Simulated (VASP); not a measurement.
# W2C (P-3m1) in VASP: reference runs, part 2 of 2

VASP 6.6.1. The steps go on from the part before.

## 3. Single point, PBE (atoms moved at random, drawn with an rms of 0.05 Å)

File INCAR:

```
SYSTEM = W2C
ALGO = Normal ; EDIFF = 1E-7
ENCUT = 520 ; GGA = PE
ISIF = 2 ; ISMEAR = -1
LASPH = .True. ; LCHARG = .False.
LREAL = .False. ; LWAVE = .False.
NBANDS = 23 ; NELM = 80
PREC = Accurate ; SIGMA = 0.05
```

File KPOINTS:

```
k-points
0
Gamma
  10 10 6
  0 0 0
```

File POSCAR:

```
W2C
1.0
    3.0700456420      0.0000000000      0.0000000000
   -1.5350228210      2.6587375167      0.0000000000
    0.0000000000      0.0000000000      4.6784280000
W C
2 1
Direct
    0.6757660000      0.3456040000      0.2477720000
    0.3175570000      0.6562590000      0.7435470000
   -0.0001220000      0.0036770000     -0.0013640000
```

Potentials or basis: VASP PAW PBE potentials, release 64 (W_sv, C).

Started as:

```console
cat potpaw_PBE.64/W_sv/POTCAR potpaw_PBE.64/C/POTCAR > POTCAR
mpirun -np 1 vasp_std > vasp.out
```

OUTCAR:

```text
SYSTEM = W2C
   EDIFF = 1E-7
   ENCUT = 520
   GGA = PE
   ISIF = 2
   ISMEAR = -1
   LASPH = .True.
   LREAL = .False.
   NELM = 80
   PREC = Accurate

 ion  position               nearest neighbor table
   1  0.676  0.346  0.248-   3 2.10   3 2.12   3 2.14   2 2.88   2 2.91   2 2.92   2 2.96   2 2.96
                             2 2.99
   2  0.318  0.656  0.744-   3 2.11   3 2.13   3 2.17   1 2.88   1 2.91   1 2.92   1 2.96   1 2.96
                             1 2.99
   3  1.000  0.004  0.999-   1 2.10   2 2.11   1 2.12   2 2.13   1 2.14   2 2.17

  LATTYP: Found a hexagonal cell.
 ALAT       =     3.0700456420
 C/A-ratio  =     1.5238952594

  Lattice vectors:

 A1 = (   3.0700456420,   0.0000000000,   0.0000000000)
 A2 = (  -1.5350228210,   2.6587375167,   0.0000000000)
 A3 = (   0.0000000000,   0.0000000000,   4.6784280000)

Analysis of symmetry for initial positions (statically):
=====================================================================
 Subroutine PRICEL returns:
 Original cell was already a primitive cell.

 Routine SETGRP: Setting up the symmetry group for a
 hexagonal supercell.

 Subroutine GETGRP returns: Found  1 space group operations
 (whereof  1 operations were pure point group operations)
 out of a pool of 24 trial point group operations.

The static configuration has the point symmetry C_1 .

Analysis of symmetry for dynamics (positions and initial velocities):
=====================================================================
 Subroutine PRICEL returns:
 Original cell was already a primitive cell.

 Routine SETGRP: Setting up the symmetry group for a
 hexagonal supercell.

 Subroutine GETGRP returns: Found  1 space group operations
 (whereof  1 operations were pure point group operations)
 out of a pool of 24 trial point group operations.

The dynamic configuration has the point symmetry C_1 .

 Subroutine INISYM returns: Found  1 space group operations
 (whereof  1 operations are pure point group operations),
 and found     1 'primitive' translations

----------------------------------------------------------------------------------------

                                     Primitive cell

  volume of cell :      38.1874

  direct lattice vectors                    reciprocal lattice vectors
     3.070045642  0.000000000  0.000000000     0.325728056  0.188059181  0.000000000
    -1.535022821  2.658737517  0.000000000     0.000000000  0.376118362  0.000000000
     0.000000000  0.000000000  4.678428000     0.000000000  0.000000000  0.213747011

  length of vectors
     3.070045642  3.070045642  4.678428000     0.376118362  0.376118362  0.213747011

  position of ions in fractional coordinates (direct lattice)
     0.675766000  0.345604000  0.247772000
     0.317557000  0.656259000  0.743547000
     0.999878000  0.003677000  0.998636000

  ion indices of the primitive-cell ions
   primitive index   ion index
                 1           1
                 2           2
                 3           3

----------------------------------------------------------------------------------------

 KPOINTS: k-points

Automatic generation of k-mesh.
 Grid dimensions read from file:
 generate k-points for:   10   10    6

 Generating k-lattice:

  Cartesian coordinates                     Fractional coordinates (reciprocal lattice)
     0.032572806  0.018805918  0.000000000     0.100000000 -0.000000000  0.000000000
     0.000000000  0.037611836  0.000000000     0.000000000  0.100000000  0.000000000
     0.000000000  0.000000000  0.035624502     0.000000000  0.000000000  0.166666667

  Length of vectors
     0.037611836  0.037611836  0.035624502

  Shift w.r.t. Gamma in fractional coordinates (k-lattice)
     0.000000000  0.000000000  0.000000000

 Subroutine IBZKPT returns following result:
 ===========================================

 Found    304 irreducible k-points:

 Following reciprocal coordinates:
            Coordinates               Weight
  0.000000  0.000000  0.000000      1.000000
  0.100000  0.000000  0.000000      2.000000
  0.000000  0.100000  0.000000      2.000000
 -0.100000  0.100000  0.000000      2.000000
  0.200000  0.000000  0.000000      2.000000
  0.000000  0.200000  0.000000      2.000000
[... 42 lines left out ...]
  0.400000  0.400000  0.000000      2.000000
  0.300000  0.300000  0.000000      2.000000
 [... further k-points ...]
   k-points           NKPTS =    304   k-points in BZ     NKDIM =    304   number of bands    NBANDS=     23
   number of dos      NEDOS =    301   number of ions     NIONS =      3
   total plane-waves  NPLWV =  20736
   dimension x,y,z NGX =    24 NGY =   24 NGZ =   36
   dimension x,y,z NGXF=    48 NGYF=   48 NGZF=   72
   ions per type =               2   1
   NGX,Y,Z   is equivalent  to a cutoff of  13.00, 13.00, 12.79 a.u.
   NGXF,Y,Z  is equivalent  to a cutoff of  25.99, 25.99, 25.58 a.u.
 SYSTEM =  W2C
   PREC   = accura    normal or accurate (medium, high low for compatibility)
   ISTART =      0    job   : 0-new  1-cont  2-samecut
   ICHARG =      2    charge: 1-file 2-atom 10-const
   ISPIN  =      1    spin polarized calculation?
   LNONCOLLINEAR =      F non collinear calculations
   LSORBIT =      F    spin-orbit coupling
   LASPH  =      T    aspherical Exc in radial PAW
   ENCUT  =  520.0 eV  38.22 Ry    6.18 a.u.   5.71  5.71  8.70*2*pi/ulx,y,z
   NELM   =     80;   NELMIN=  2; NELMDL= -5     # of ELM steps
   EDIFF  = 0.1E-06   stopping-criterion for ELM
   LREAL  =      F    real-space projection
   EDIFFG = 0.1E-05   stopping-criterion for IOM
   NSW    =      0    number of steps for IOM
   IBRION =     -1    ionic relax: 0-MD 1-quasi-New 2-CG
   NFREE  =      0    steps in history (QN), initial steepest desc. (CG)
   ISIF   =      2    stress and relaxation
   ISYM   =      2    0-nonsym 1-usesym 2-fastsym
   POTIM  = 0.5000    time-step for ionic-motion
   TEBEG  =    0.0;   TEEND  =   0.0 temperature during run
   PSTRESS=    0.0 pullay stress
   NELECT =      32.0000    total number of electrons
   NUPDOWN=      -1.0000    fix difference up-down
   EMIN   =  10.00;   EMAX   =-10.00  energy-range for DOS
   EFERMI =   0.00;   METHOD = LEGACY
   ISMEAR =    -1;   SIGMA  =   0.05  broadening in eV -4-tet -1-fermi 0-gaus
   EFERMI_NEDOS =   21; number of points for ismear=-14 and -15
   IALGO  =     38    algorithm
   IMIX   =      4    mixing-type and parameters
     AMIX     =   0.40;   BMIX     =  1.00
     AMIX_MAG =   1.60;   BMIX_MAG =  1.00
  volume/ion in A,a.u.               =      12.73        85.90
  Fermi-wavevector in a.u.,A,eV,Ry     =   1.543422  2.916645 32.411147  2.382152
  Thomas-Fermi vector in A             =   2.649087
   LORBIT       =      0    0 simple, 1 ext, 2 COOP (PROOUT), +10 PAW based schemes
   GGA     = PE    functional components
   LHFCALC =     F    Hartree Fock is set to
   AEXX    =    0.0000 exact exchange contribution
   IVDW    =     0    specifies the selected vdW correction
   LEPSILON=     F    determine dielectric tensor
   LRPA    =     F    only Hartree local field effects (RPA)
 non-spin polarized calculation
  energy-cutoff  :      520.00
  volume of cell :       38.19
 maximum number of plane-waves:      1046
   NGX = 11   NGY = 11   NGZ = 17

 number of electron      31.9999998 magnetization

 Free energy of the ion-electron system (eV)
  ---------------------------------------------------
  ext. energy  EPLUGINS =         0.00000000
  ---------------------------------------------------
  free energy    TOTEN  =       -34.95881609 eV

  energy without entropy =      -34.94270348  energy(sigma->0) =      -34.95075978

 E-fermi :  11.4782     XC(G=0): -13.4518

 val. band max:       11.4754492783   @ k =   0.2000  -0.3000  -0.1667
 cond. band min:      11.4783738870   @ k =  -0.3000   0.4000  -0.3333
 fundamental gap:      0.0029246087
 Fermi energy:        11.4781934323

 k-point     1 :       0.0000    0.0000    0.0000
  band No.  band energies     occupation
      1     -63.3020      2.00000
      2     -63.2262      2.00000
      3     -27.9665      2.00000
      4     -27.3855      2.00000
      5     -27.3558      2.00000
      6     -27.2488      2.00000
[... 1029 lines left out ...]
     22      16.6311      0.00000
     23      17.5904      0.00000

 [... further k-points ...]

------------------------ aborting loop because EDIFF is reached ----------------------------------------

  FORCE on cell =-STRESS in cart. coord.  units (eV):
  Direction    XX          YY          ZZ          XY          YZ          ZX
  --------------------------------------------------------------------------------------
  -------------------------------------------------------------------------------------
  Total       -0.3532824      0.0880968      0.1264434     -0.1271964     -0.4889317     -0.2910505
  in kB      -14.8221876      3.6961576      5.3050126     -5.3366066    -20.5134430    -12.2112111
  external PRESSURE =      -1.9403391 kB  Pullay stress =       0.0000000 kB

 VOLUME and BASIS-vectors are now :
 -----------------------------------------------------------------------------
  energy-cutoff  :      520.00
  volume of cell :       38.19
      direct lattice vectors                 reciprocal lattice vectors
     3.070045642  0.000000000  0.000000000     0.325728056  0.188059181  0.000000000
    -1.535022821  2.658737517  0.000000000     0.000000000  0.376118362  0.000000000
     0.000000000  0.000000000  4.678428000     0.000000000  0.000000000  0.213747011

 POSITION                                       TOTAL-FORCE (eV/Angst)
 -----------------------------------------------------------------------------------
      1.54412      0.91887      1.15918        -0.119798     -0.234090      0.410250
     -0.03246      1.74482      3.47863         0.190119      0.346268     -0.189483
      3.06403      0.00978      4.67205        -0.070322     -0.112178     -0.220767
 -----------------------------------------------------------------------------------
    total drift:                               -0.000011     -0.000025     -0.000001

  FREE ENERGIE OF THE ION-ELECTRON SYSTEM (eV)
  ---------------------------------------------------
  free  energy   TOTEN  =       -34.9588160879 eV

  energy  without entropy=      -34.9427034817  energy(sigma->0) =      -34.95075978
```

OSZICAR:

```text
N       E                     dE             d eps       ncg     rms          rms(c)
DAV:   1     0.331502110724E+03    0.33150E+03   -0.18956E+04 14016   0.162E+03
DAV:   2    -0.246735845898E+02   -0.35618E+03   -0.34264E+03 15245   0.477E+02
DAV:   3    -0.386501368578E+02   -0.13977E+02   -0.13516E+02 17214   0.916E+01
DAV:   4    -0.388657040703E+02   -0.21557E+00   -0.21474E+00 14938   0.118E+01
DAV:   5    -0.388682420700E+02   -0.25380E-02   -0.25375E-02 16995   0.132E+00    0.373E+01
DAV:   6    -0.351688178723E+02    0.36994E+01   -0.13128E+01 16900   0.265E+01    0.123E+01
DAV:   7    -0.349986159242E+02    0.17020E+00   -0.12414E+00 15538   0.838E+00    0.571E+00
DAV:   8    -0.349664257485E+02    0.32190E-01   -0.13052E-01 17582   0.346E+00    0.702E-01
DAV:   9    -0.349615136345E+02    0.49121E-02   -0.25632E-02 16394   0.250E+00    0.376E-01
DAV:  10    -0.349590108395E+02    0.25028E-02   -0.62911E-03 15868   0.117E+00    0.147E-01
DAV:  11    -0.349588235463E+02    0.18729E-03   -0.11674E-03 16802   0.325E-01    0.528E-02
DAV:  12    -0.349588181430E+02    0.54033E-05   -0.67454E-05 16259   0.823E-02    0.300E-02
DAV:  13    -0.349588164189E+02    0.17241E-05   -0.14564E-05 16224   0.261E-02    0.833E-03
DAV:  14    -0.349588161413E+02    0.27759E-06   -0.13286E-06 16123   0.998E-03    0.197E-03
DAV:  15    -0.349588160879E+02    0.53385E-07   -0.10737E-07  9197   0.385E-03
   1 F= -.34958816E+02 E0= -.34950760E+02  d E =-.161126E-01
```

Run time: 2.6 min. Hardware: 1 thread of AMD EPYC 9R45 (Zen 5), shared host; peak memory 0.3 GiB.

What came out:

```yaml
Free_energy: -34.9588 eV
Pressure: -0.2 GPa
Largest_force: 0.487 eV/Å
Band_gap_on_the_k_mesh: none (metal or under the smearing width)
```

Forces in eV/Å, atoms in the order of the input:
```
W   -0.120 -0.234  0.410
W    0.190  0.346 -0.189
C   -0.070 -0.112 -0.221
```

Levels at points of the mesh, in eV from the Fermi level:
```
           k point  band 12  band 13  band 14  band 15  band 16  band 17  band 18  band 19  band 20  band 21
(0.00, 0.00, 0.00)    -5.42    -3.93    -1.59    -1.34    -1.22    -1.13    -0.84     0.40     0.89     1.68
(0.50, 0.00, 0.00)    -5.79    -5.32    -3.36    -1.88     1.38     2.56     2.62     2.98     3.21     3.70
(0.00, 0.50, 0.00)    -5.64    -5.42    -3.38    -1.61     1.42     2.13     2.55     3.09     3.26     3.52
(0.50, 0.50, 0.00)    -5.70    -5.37    -3.37    -1.74     1.38     2.31     2.57     3.03     3.18     3.64
(0.00, 0.00, 0.50)    -5.67    -3.14    -2.82    -2.29    -2.21     0.93     1.13     1.62     1.71     3.39
(0.50, 0.00, 0.50)    -5.37    -4.05    -2.54    -2.49    -0.37     0.64     2.04     2.61     2.89     3.21
(0.00, 0.50, 0.50)    -5.21    -4.13    -2.65    -2.33    -0.38     0.18     2.03     2.62     2.80     3.17
(0.50, 0.50, 0.50)    -5.27    -4.10    -2.60    -2.41    -0.36     0.39     2.02     2.61     2.84     3.19
```

Spin-orbit coupling is left out, which matters for the levels of W.
